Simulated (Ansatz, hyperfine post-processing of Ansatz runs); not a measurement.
# LiFeP2O7: isotropic lines and sites in a paramagnetic 7Li spectrum

Calculated values: DFT, PBEsol+U, plane-wave PAW, default files (PAW set soft_2), collinear spin, scalar-relativistic (Ansatz), contact and point-dipole shifts scaled to 340 K with Θ = 0 K (a pure Curie law); spin-only moments, above the ordering temperature.

```
Fe P O Li
1.0
     4.82290    0.00000    0.00000
     0.00000    8.08130    0.00000
    -2.30434    0.00000    6.54828
Fe P O Li
2 4 14 2
Direct
  0.77976 0.75315 0.76545
  0.22024 0.25315 0.23455
  0.40182 0.57263 0.02291
  0.59818 0.07263 0.97709
  0.20347 0.96808 0.58126
  0.79653 0.46808 0.41874
  0.38728 0.81369 0.58323
  0.61272 0.31369 0.41677
  0.60157 0.60192 0.25788
  0.39843 0.10192 0.74212
  0.75446 0.90605 0.99015
  0.24554 0.40605 0.00985
  0.93093 0.93071 0.63602
  0.06907 0.43071 0.36398
  0.87160 0.55614 0.62438
  0.12840 0.05614 0.37562
  0.18961 0.71854 0.98105
  0.81039 0.21854 0.01895
  0.60479 0.57078 0.89535
  0.39521 0.07078 0.10465
  0.17728 0.89014 0.17004
  0.82272 0.39014 0.82996
```

7Li MAS at 7.05 T (116.7 MHz), 20 kHz, 340 K; contact and dipolar shift alone, no orbital or quadrupolar part; lines under 1.5 % of the strongest are left out. Lines of the NMR spectrum (strongest = 100):

```
position (ppm)  intensity
       -1416.5        1.8
       -1245.0        5.6
       -1073.6         16
        -902.2         35
        -730.8         58
        -559.3         71
        -387.9         54
        -216.5         69
         -45.0         90
         126.4        100
         297.8         85
         469.3         58
         640.7         57
         812.1         52
         983.5         43
        1155.0         41
        1326.4         55
        1497.8         47
        1669.3         31
        1840.7         16
        2012.1        6.4
        2183.6        2.2
```

Q: Find the isotropic shifts among the lines and assign them to the Li sites.

Sidebands are spaced by 171 ppm (the spinning rate over the resonance of 116.7 MHz). An isotropic line need not be the tallest: it is the area-weighted centre of its own family of sidebands, and the one that stays put when the rate is changed. Isotropic shifts: 298 ppm for atom 21 and the 1 atom equivalent to it (2 Fe through links of 95 to 99° (4)), reduced anisotropy 1596 ppm.

[Logs are printed without paths, hosts, clocks, repeated set-up lines and the standing remarks that a program may print on its own settings, such as how far it seeks lower states.]

[Hosts, paths, dates, database ids (printed as entryN), source tags and the programs' standing remarks are cut or masked in the printed files.]
